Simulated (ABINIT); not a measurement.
# ZnS (F-43m) in ABINIT: notebook

Aim: see how the results for ZnS move with the level of theory and the settings. Levels: PBE, LDA, PBEsol. Tasks: single point.

Everything below comes from runs of ABINIT 10.8.3 (patched build). Logs are shortened: lines on timing, memory, paths and dates and some standing lists are left out, and cuts for length are marked. The log counts tension as positive stress, the text compression.

**What was measured.**

From “Electronic, vibrational, and thermodynamic properties of ZnS (zincblende and rocksalt structure)”, 2009, arxiv:0911.5022, for a bulk crystal of ZnS at 19 K: band gap 3.85 eV (direct).

How close the calculation comes is told below.

## Step 1: Starting point

The structure is cubic, space group F-43m (No. 216). The conventional cell has a = 5.404 Å, b = 5.404 Å, c = 5.404 Å, α = 90.00°, β = 90.00°, γ = 90.00°. Around Zn (site symmetry -43m) lie 4 S at 2.34 Å. Around S (site symmetry -43m) lie 4 Zn at 2.34 Å.

## Step 2: Single point, PBE

run.abi

```
pp_dirpath "./"
pseudos "Zn.upf, S.upf"

acell 3.8212050455 3.8212050455 3.8212050455 Angstrom
rprim
     0.0000000000     0.7071067812     0.7071067812
     0.7071067812     0.0000000000     0.7071067812
     0.7071067812     0.7071067812     0.0000000000
ntypat 2
znucl 30 16
natom 2
typat 1 2
xcart
     7.6590599831     7.6590599831     7.6590599831
     0.0000000000     0.0000000000     0.0000000000

ecut 38.0

kptopt 1
ngkpt 7 7 7
nshiftk 1
shiftk 0.0 0.0 0.0

ixc 11

nband 17
occopt 3
tsmear 0.05 eV

nstep 100
tolvrs 1.0e-10

iomode 3
prtwf 0
prteig 0
prtebands 0
prtden 1
prtvha 1
prtvclmb 1
prtpot 1
prtelf 1
```

Potentials or basis: PseudoDojo NC SR PBE v0.4.1 standard.

Launch:

```
$ abinit run.abi > log 2>&1
```

run.abo:

```text
.Version 10.8.3 of ABINIT
 Symmetries : space group F-4 3 m (#216); Bravais cF (face-center cubic)
================================================================================
 Values of the parameters that define the memory need of the present run
     intxc =       0    ionmov =       0      iscf =       7    lmnmax =       6
     lnmax =       6     mgfft =      45  mpssoang =       3    mqgrid =    3001
     natom =       2  nloc_mem =       1    nspden =       1   nspinor =       1
    nsppol =       1      nsym =      24    n1xccc =    2501    ntypat =       2
    occopt =       3   xclevel =       2
       mpw =        3002          nfft =       91125          nkpt =          20
================================================================================
================================================================================

--------------------------------------------------------------------------------
------------- Echo of variables that govern the present computation ------------
--------------------------------------------------------------------------------
 -outvars: echo values of preprocessed input variables --------
            acell      7.2210310069E+00  7.2210310069E+00  7.2210310069E+00 Bohr
              amu      6.53900000E+01  3.20660000E+01
             ecut      3.80000000E+01 Hartree
              ixc          11
         kptrlatt        7    0    0      0    7    0      0    0    7
          kptrlen      5.05472170E+01
            natom           2
            nband          17
            ngfft          45      45      45
             nkpt          20
            nstep         100
             nsym          24
           ntypat           2
           occopt           3
        prtebands           0
           prteig           0
           prtelf           1
           prtpot           1
         prtvclmb           1
           prtvha           1
            prtwf           0
            rprim      0.0000000000E+00  7.0710678120E-01  7.0710678120E-01
                       7.0710678120E-01  0.0000000000E+00  7.0710678120E-01
                       7.0710678120E-01  7.0710678120E-01  0.0000000000E+00
          spgroup         216
           tolvrs      1.00000000E-10
           tsmear      1.83746611E-03 Hartree
            typat      1  2
           xangst      4.0529999972E+00  4.0529999972E+00  4.0529999972E+00
                      -2.7970226797E-09 -2.7970224547E-09 -2.7970226797E-09
            xcart      7.6590599831E+00  7.6590599831E+00  7.6590599831E+00
                      -5.2856068325E-09 -5.2856064074E-09 -5.2856068325E-09
             xred      7.4999999948E-01  7.4999999948E-01  7.4999999948E-01
                      -5.1758372588E-10 -5.1758380915E-10 -5.1758372588E-10
            znucl       30.00000   16.00000

================================================================================

[... 112 lines left out ...]
 ------------------------------------------------
 Atom  Sphere_radius  Integrated_density
    1        2.00000         18.11567111
    2        2.00000          3.95051826
================================================================================

 ----iterations are completed or convergence reached----

 Mean square residual over all n,k,spin=   35.427E-08; max=  12.037E-05
 reduced coordinates (array xred) for    2 atoms
       0.749999999482      0.749999999482      0.749999999482
      -0.000000000518     -0.000000000518     -0.000000000518
 rms dE/dt=  3.4060E-27; max dE/dt=  4.3082E-27; dE/dt below (all hartree)
    1       0.000000000000      0.000000000000     -0.000000000000
    2       0.000000000000      0.000000000000     -0.000000000000

 cartesian coordinates (angstrom) at end:
    1      4.05299999724603     4.05299999724603     4.05299999724603
    2     -0.00000000279702    -0.00000000279702    -0.00000000279702

 cartesian forces (hartree/bohr) at end:
    1     -0.00000000000000    -0.00000000000000     0.00000000000000
    2      0.00000000000000     0.00000000000000    -0.00000000000000
 frms,max,avg= 2.0195780E-28 3.1640707E-28   0.000E+00  0.000E+00  0.000E+00 h/b

 cartesian forces (eV/Angstrom) at end:
    1     -0.00000000000000    -0.00000000000000     0.00000000000000
    2      0.00000000000000     0.00000000000000    -0.00000000000000
 frms,max,avg= 1.0385088E-26 1.6270306E-26   0.000E+00  0.000E+00  0.000E+00 e/A
 length scales=  7.221031006932  7.221031006932  7.221031006932 bohr
              =  3.821205045500  3.821205045500  3.821205045500 angstroms
 Fermi (or HOMO) energy (hartree) =   0.17423   Average Vxc (hartree)=  -0.36259
 Eigenvalues (hartree) for nkpt=  20  k points:
 kpt#   1, nband= 17, wtk=  0.00292, kpt=  0.0000  0.0000  0.0000 (reduced coord)
  -4.45567   -2.77103   -2.77103   -2.77103   -0.34849   -0.09850   -0.09850   -0.09850
  -0.08027   -0.08027    0.13428    0.13428    0.13428    0.21192    0.36870    0.36870
   0.36870
      occupation numbers for kpt#   1
   2.00000    2.00000    2.00000    2.00000    2.00000    2.00000    2.00000    2.00000
   2.00000    2.00000    2.00000    2.00000    2.00000    0.00000    0.00000    0.00000
   0.00000
 prteigrs : prtvol=0 or 1, do not print more k-points.

--- !EnergyTerms
iteration_state     : {dtset: 1, }
comment             : Components of total free energy in Hartree
kinetic             :  9.63293835255068E+01
hartree             :  9.22938741579569E+01
xc                  : -2.56676953181360E+01
Ewald energy        : -1.07297656326798E+02
psp_core            :  3.48623933282929E+00
local_psp           : -2.32586976054470E+02
non_local_psp       : -4.66960660622973E+01
internal            : -2.20138896745408E+02
'-kT*entropy'       : -5.90195865784916E-13
total_energy        : -2.20138896745409E+02
total_energy_eV     : -5.99028454710345E+03
band_energy         : -2.67600159524442E+01
...

 Cartesian components of stress tensor (hartree/bohr^3)
  sigma(1 1)= -3.96407863E-05  sigma(3 2)=  0.00000000E+00
  sigma(2 2)= -3.96407863E-05  sigma(3 1)=  0.00000000E+00
  sigma(3 3)= -3.96407863E-05  sigma(2 1)=  0.00000000E+00

-Cartesian components of stress tensor (GPa)         [Pressure=  1.1663E+00 GPa]
- sigma(1 1)= -1.16627220E+00  sigma(3 2)=  0.00000000E+00
- sigma(2 2)= -1.16627220E+00  sigma(3 1)=  0.00000000E+00
- sigma(3 3)= -1.16627220E+00  sigma(2 1)=  0.00000000E+00

== END DATASET(S) ==============================================================
================================================================================

 -outvars: echo values of variables after computation  --------
            acell      7.2210310069E+00  7.2210310069E+00  7.2210310069E+00 Bohr
           etotal     -2.2013889675E+02
            fcart     -1.0546902207E-28 -1.0546902207E-28  3.1640706621E-28
                       1.0546902207E-28  1.0546902207E-28 -3.1640706621E-28
            rprim      0.0000000000E+00  7.0710678120E-01  7.0710678120E-01
                       7.0710678120E-01  0.0000000000E+00  7.0710678120E-01
                       7.0710678120E-01  7.0710678120E-01  0.0000000000E+00
           strten     -3.9640786288E-05 -3.9640786288E-05 -3.9640786288E-05
                       0.0000000000E+00  0.0000000000E+00  0.0000000000E+00
           xangst      4.0529999972E+00  4.0529999972E+00  4.0529999972E+00
                      -2.7970226797E-09 -2.7970224547E-09 -2.7970226797E-09
             xred      7.4999999948E-01  7.4999999948E-01  7.4999999948E-01
                      -5.1758372588E-10 -5.1758380915E-10 -5.1758372588E-10
 Calculation completed.
```

Run time: 51 s. Hardware: 1 thread of Arm Neoverse V1, shared host; peak memory 0.09 GiB.

What came out:

- Free energy: -5990.2845 eV
- Band gap on the k mesh: 2.11 eV, direct
- Valence electrons inside the program's atomic spheres: Zn 18.12; S 3.95

Levels at points of the mesh, in eV from the valence-band top:
```
           k point  band 10  band 11  band 12  band 13  band 14  band 15  band 16  band 17
(0.00, 0.00, 0.00)    -5.84     0.00     0.00     0.00     2.11     6.38     6.38     6.38
```

Caveat: the cutoff is too short for stress, so the log's stress isn't used.

## Step 3: Single point, LDA

run.abi

```
pp_dirpath "./"
pseudos "Zn.upf, S.upf"

acell 3*1.0
rprim
     0.0000000000     5.1060399887     5.1060399887
     5.1060399887     0.0000000000     5.1060399887
     5.1060399887     5.1060399887     0.0000000000
ntypat 2
znucl 30 16
natom 2
typat 1 2
xred
     0.7500000000     0.7500000000     0.7500000000
     0.0000000000     0.0000000000     0.0000000000

ecut 30.0

kptopt 1
ngkpt 7 7 7
nshiftk 1
shiftk 0.0 0.0 0.0

ixc 7

nband 17
occopt 3
tsmear 0.05 eV

nstep 100
tolvrs 1.0e-10

iomode 3
prtwf 0
prtden 0
prteig 0
prtebands 0
enunit 2
```

Potentials or basis: PseudoDojo NC SR LDA v0.4.1 standard.

Launch:

```
$ abinit run.abi > log 2>&1
```

Run time: 27 s. Hardware: 1 thread of Arm Neoverse V1, shared host; peak memory 0.07 GiB.

Results (log left out):

```
Free energy                                           : -5986.6543 eV
Band gap on the k mesh                                : 1.85 eV, direct
Valence electrons inside the program's atomic spheres : Zn 18.15; S 3.93
```

Levels at points of the mesh, in eV from the valence-band top:
```csv
k point,band 9,band 10,band 11,band 12,band 13,band 14,band 15,band 16,band 17
"(0.00, 0.00, 0.00)",-6.04,-6.04,0.00,0.00,0.00,1.85,6.23,6.23,6.23
```

Caveat: the cutoff is too short for stress, so the log's stress isn't used.

(Part 1 of 2 ends here.)
